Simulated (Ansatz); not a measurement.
Relaxed sheet of SnO:

```yaml
crystal:
  lattice:
    - [3.82056, -0.00001, 0.00000]
    - [0.00001, 3.82056, 0.00000]
    - [0.00000, 0.00000, 30.63492]
  periodic: [true, true, false]
  atoms:
    - { symbol: Sn, position: [0.75000, 0.25000, 0.46142] }
    - { symbol: O, position: [0.25000, 0.25000, 0.50000] }
    - { symbol: O, position: [0.75000, 0.75000, 0.50000] }
    - { symbol: Sn, position: [0.25000, 0.75000, 0.53858] }
```

Theory: DFT PBE+D3(BJ), scalar-relativistic, plane waves, PAW in Ansatz. Cutoff 420 eV; k points 6×6×1 on the computed 4-atom cell (Γ-centred); Gaussian smearing, width 0.02 eV; no spin polarisation. No periodic images along c.

Atoms relax at each strain; stress is positive in compression. Unstrained: gap 3.11 eV, thickness 2.364 Å.

Problem. Which strain in the plane gives ΔE (meV/cell) = 122.3, σxx (N/m) = 3.69, σyy (N/m) = 3.69?

Solution. Biaxial strain of -4 %. Stress that grows in proportion gives ΔE = ½σεA, with A = 14.60 Å² unstrained and both stresses added, so ε is about -3.6 %; positive stress means squeezing. The gap is then 3.08 eV.